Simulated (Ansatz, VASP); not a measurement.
## One calculation of TaN, two programs

```
Ta N
1.0
     3.10778    0.00000    0.00000
    -1.55389    2.69142    0.00000
     0.00000    0.00000    5.01446
Ta N
2 2
Cartesian
  0.0000 0.0000 0.0000
  0.0000 0.0000 2.5072
  0.0000 1.7943 1.2536
  1.5539 0.8971 3.7608
```

Change from the starting cell: volume scaled by 1.06, PAW files.

Alike in both runs: task electric field gradients; functional PBEsol; k mesh 11 × 11 × 6; occupations fermi-dirac, width 0.01 eV; no spin polarisation.

|  | VASP | Ansatz |
| --- | --- | --- |
| version | VASP 6.6.1 | Ansatz 0.2.0 |
| potentials or method | VASP PAW PBE potentials, release 64 (Ta_pv, N) | PAW with Ansatz's default frozen-core files, scalar-relativistic |
| plane-wave cutoff (eV) | 520 | 420 |
| valence electrons in the cell | 32 | 36 |

|  | VASP | Ansatz | Ansatz less VASP |
| --- | --- | --- | --- |
| pressure (GPa) | 22.5 | 21.4 | -1.13 |
| largest component of the traceless stress (GPa) | 45.14 | 44.76 | -0.380 |
| Vzz of the field gradient on the site that differs most (V/Å²) | -174.9 | -204.7 | -29.76 |

The two sets of potentials don't hold the same shells in valence. Ansatz warned: «gradients_without_spin_orbit».

Caveats: so large a pressure means that the cell lies far from this level's equilibrium, or that cutoff or potentials fall short (VASP); the potentials were made for another functional, which shifts forces and pressure (VASP). Spin-orbit coupling is left out, which matters for the levels of Ta.
